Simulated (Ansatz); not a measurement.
## TiAl under changes of volume

One of the cells (16.653 Å³/atom); the others are scaled copies at fixed shape and fractional positions:

```
Ti Al
1.0
     2.86726    0.00000    0.00000
    -1.43363    2.48312    0.00000
     0.00000    0.00000    4.67808
Ti Al
1 1
Direct
  0.00000 0.00000 0.00000
  0.33333 0.66667 0.50000
```

The cell comes from a database or a generator and needn't be the stable form of this composition.

| Quantity | Value |
| --- | --- |
| Program | Ansatz 0.2.0 |
| Functional | PBE |
| Potentials or basis | all-electron LAPW, scalar-relativistic |
| Cutoff | 243 eV (chosen from the basis error) |
| Basis error allowed | 0.0005 eV/atom |
| k mesh | 11 × 11 × 6 |
| Occupations | fermi-dirac, width 0.05 eV |
| Spin | no spin polarisation |

```csv
volume (Å³/atom),energy over the lowest point (meV/atom),pressure (GPa)
15.654,?,?
15.987,10.18,4.9
16.320,2.66,2.5
16.653,0.00,0.2
16.986,1.76,-1.8
17.320,7.54,-3.6
17.653,16.96,-5.3
```

Problem. What does the run at 15.654 Å³/atom give?

Solution. Energy over the lowest point 23.05 meV/atom; pressure 7.6 GPa.

Worked out: A Birch-Murnaghan fit of order 3 (a polynomial in V^(-2/3)) to the other rows has its minimum at 16.68 Å³/atom with B0 = V·E''(V) = 105 GPa and B' = 3.8 at fixed shape and positions, which overstates the stiffness. It gives 23.06 meV/atom at 15.654 Å³/atom, against the run's 23.05, and -dE/dV = 7.6 GPa, against 7.6.

Energies are extrapolated to zero smearing.
